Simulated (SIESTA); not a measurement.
Here is a SIESTA 5.4.2 calculation.

The input YN.fdf:

```
SystemName                      YN
SystemLabel                     YN
NumberOfSpecies                 2
NumberOfAtoms                   2
%block ChemicalSpeciesLabel
  1  39 Y
  2   7 N
%endblock ChemicalSpeciesLabel

UseStructFile                   true

%block kgrid.MonkhorstPack
    9   0   0  0.0
    0   9   0  0.0
    0   0   9  0.0
%endblock kgrid.MonkhorstPack
XC.Functional                   GGA
XC.Authors                      PBE
PAO.BasisSize                   DZP
PAO.EnergyShift                 0.003 Ry
Mesh.Cutoff                     800 Ry
OccupationFunction              FD
ElectronicTemperature           0.05 eV
MaxSCFIterations                120
SCF.MustConverge                false
SCF.Mixer.Method                Pulay
SCF.Mixer.Weight                0.25
SCF.Mixer.History               8
SCF.DM.Tolerance                5.0e-05
SCF.H.Tolerance                 1.0e-03 eV
WriteForces                     true
Charge.Mulliken                 end
%block PAO.Basis
  Y 5
  n=4 0 2
    3.677 0.000
  n=5 0 2
    9.467 0.000
  n=4 1 2
    4.308 0.000
  n=5 1 1
    9.467
  n=4 2 2
    8.361 0.000
%endblock PAO.Basis
```

YN.STRUCT_IN

```
   0.0000000000     2.4385000000     2.4385000000
   2.4385000000     0.0000000000     2.4385000000
   2.4385000000     2.4385000000     0.0000000000
2
1  39    0.0000000000     0.0000000000     0.0000000000
2   7    0.5000000000     0.5000000000     0.5000000000
```

Potentials or basis: PseudoDojo 0.4 standard (PBE files), DZP (energy shift 0.003 Ry; two zetas on semicore shells).

Command:

```sh
$ siesta < YN.fdf > YN.out 2>&1
```

Predict the band gap on the k mesh.

0.12 eV, indirect (least direct gap 0.55 eV).

Predict the pressure.

4.6 GPa.

Caveat: an odd mesh through Γ misses points on the zone boundary, where band edges often lie; the basis of atomic orbitals isn't converged, which shifts pressures, moduli and gaps. Expect the measured gap to be larger: semilocal functionals such as PBE lack the derivative discontinuity.
